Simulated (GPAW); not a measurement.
Write an ASE script for GPAW 26.7.0 that does the following.

| Property | Result |
| --- | --- |
| Task | equation of state |
| Functional | r2SCAN |
| Potentials or basis | GPAW PAW data sets (gpaw-data 1.2.1) |
| Cutoff | 800 eV |
| Basis | pw |
| k mesh | 9 × 9 × 9 |
| Occupations | fermi-dirac, width 0.05 eV |
| Spin | collinear spin, ferromagnetic start |
| Starting moments | [2.0, 0.0] μB |
| Hubbard terms | Co d U = 5 eV |
| Maxiter | 150 |
| Eos scales | [0.94, 0.96, 0.98, 1.0, 1.02, 1.04, 1.06] |

The structure of CoO lies in POSCAR:

```
CoO
1.0
    0.0000000000      2.1315000000      2.1315000000
    2.1315000000      0.0000000000      2.1315000000
    2.1315000000      2.1315000000      0.0000000000
Co O
1 1
Direct
    0.0000000000      0.0000000000      0.0000000000
    0.5000000000      0.5000000000      0.5000000000
```

One way to write it, as run:

run.py

```python
from ase.eos import EquationOfState
from ase.io import Trajectory, read
from ase.units import GPa
from gpaw import GPAW, PW

atoms = read('POSCAR')
atoms.set_initial_magnetic_moments([2.0, 0.0])

traj = Trajectory('eos.traj', 'w')
volumes, energies = [], []
for x in [0.94, 0.96, 0.98, 1.0, 1.02, 1.04, 1.06]:
    a = atoms.copy()
    a.set_cell(atoms.cell * x**(1 / 3), scale_atoms=True)
    calc = GPAW(mode=PW(800),
                xc='MGGA_X_R2SCAN+MGGA_C_R2SCAN',
                kpts={'size': (9, 9, 9), 'gamma': True},
                occupations={'name': 'fermi-dirac', 'width': 0.05},
                setups={'Co': ':d,5.0'},
                nbands=17,
                convergence={'density': 1e-05, 'energy': 1e-05},
                maxiter=150,
                txt=f'eos-{x:.2f}.txt')
    a.calc = calc
    energies.append(a.get_potential_energy(force_consistent=True))
    volumes.append(a.get_volume())
    p = -a.get_stress()[:3].mean() / GPa
    calc.write(f'eos-{x:.2f}.gpw')
    traj.write(a)
    print(f'{x:.2f} {volumes[-1]:10.4f} A^3 {energies[-1]:14.6f} eV {p:9.3f} GPa', flush=True)

v0, e0, B = EquationOfState(volumes, energies, eos='birchmurnaghan').fit()
print(f'V0 = {v0:.4f} A^3, E0 = {e0:.6f} eV, B0 = {B / GPa:.2f} GPa')
```

Potentials or basis: GPAW PAW data sets (gpaw-data 1.2.1), pw.

Launch:

```bash
$ OMP_NUM_THREADS=1 python run.py
```

It gave:

```yaml
Equilibrium_volume: "9.54 Å³/atom (rough: see the caveat)"
Bulk_modulus: 206 GPa (rough)
```

Caveat: the points scatter about the fit; the PAW data sets were made with another functional, which shifts forces and pressure a little.

It took 9 min on 1 thread of Arm Neoverse V1 (shared host), peak memory 0.84 GiB.
